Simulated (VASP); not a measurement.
Write the native input for VASP 6.6.1 that does the following.

```
Task                   : relaxation of the atoms
Functional             : PBE
Dispersion             : D3(BJ)
Potentials or basis    : VASP PAW PBE potentials, release 64 (Sn_d, Se)
Cutoff                 : 600 eV
k mesh                 : 8 × 8 × 8
Occupations            : gaussian, width 0.03 eV
Spin                   : no spin polarisation
Further INCAR settings : ALGO = Fast; EDIFF = 1e-07; IBRION = 2; EDIFFG = -0.01; NSW = 40
```

The structure of SnSe lies in POSCAR:

```
SnSe                                    
1.0
    3.7045442905      0.0000000000      0.0000000000
    0.0000000000      3.7045442905      0.0000000000
    0.0000000000      0.0000000000      3.7045442905
  Sn              Se            
     1     1
Direct
     0.5000000000000000    0.5000000000000000    0.5000000000000000
     0.0000000000000000    0.0000000000000000    0.0000000000000000
```

Measurements of this composition are mostly on another form, of space group No. 62.

The cell isn't the ideal one: a relaxed cell with its volume scaled by 1.06.

These files were run (other wordings do the same):

INCAR

```
  ALGO = Fast
  EDIFF = 1E-7
  EDIFFG = -0.01
  ENCUT = 600
  GGA = PE
  IBRION = 2
  ISIF = 2
  ISMEAR = 0
  IVDW = 12
  LASPH = T
  LCHARG = F
  LREAL = F
  LWAVE = F
  NELM = 80
  NSW = 40
  PREC = Accurate
  SIGMA = 0.03
```

KPOINTS

```
k-points
0
Gamma
  8 8 8
```

Potentials or basis: VASP PAW PBE potentials, release 64 (Sn_d, Se).

Run with:

```sh
$ cat potpaw_PBE.64/Sn_d/POTCAR potpaw_PBE.64/Se/POTCAR > POTCAR
$ mpirun -np 1 vasp_std > vasp.out
```

It gave:

The pressure after relaxing is -3.1 GPa and the band gap on the k mesh is none (metal or under the smearing width). The dispersion energy per atom is -0.378 eV.

Caveat: the relaxation stopped at its first step, so nothing moved; pairwise dispersion overbinds metals, which lowers pressure and volume.

Wall time 14 s on 1 thread of Intel(R) Xeon(R) 6975P-C (Granite Rapids), with other jobs on the host, peak memory 0.19 GiB.
